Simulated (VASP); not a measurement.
Input of a VASP 6.6.1 run:

Contents of INCAR:

```
ALGO = Normal ; EDIFF = 1E-7
ENCUT = 520 ; GGA = PE
ISIF = 2 ; ISMEAR = -1
LASPH = T ; LCHARG = F
LREAL = F ; LWAVE = F
NBANDS = 26 ; NELM = 60
PREC = Accurate ; SIGMA = 0.05
```

File KPOINTS:

```
k-points
0
Gamma
  7 7 11
```

The input POSCAR:

```
C
1.0
    2.1152112750     -4.3593114900      0.0000000000
    2.1152112750      4.3593114900      0.0000000000
    0.0000000000      0.0000000000      2.4995961300
C
8
Direct
    0.2263750000      0.4047290900      0.5000000000
    0.7736250000      0.5952709100      0.5000000000
    0.5952709100      0.7736250000      0.5000000000
    0.4047290900      0.2263750000      0.5000000000
    0.9813907600      0.6482151200      0.0000000000
    0.0186092400      0.3517848800      0.0000000000
    0.3517848800      0.0186092400      0.0000000000
    0.6482151200      0.9813907600      0.0000000000
```

Potentials or basis: VASP PAW PBE potentials, release 64 (C).

Run with:

```bash
$ cat potpaw_PBE.64/C/POTCAR > POTCAR
$ mpirun -np 1 vasp_std > vasp.out
```

Task: Predict the pressure.

Result: 7.7 GPa.

Task: Predict the band gap on the k mesh.

Result: 3.50 eV, indirect (least direct gap 5.01 eV).

Task: Predict the largest force.

Result: 0.051 eV/Å.

Stress tensor (GPa, compression positive):
```
7.62 0.00 0.00
0.00 7.60 0.00
0.00 0.00 7.98
```

Caveat: an odd mesh through Γ misses points on the zone boundary, where band edges often lie.
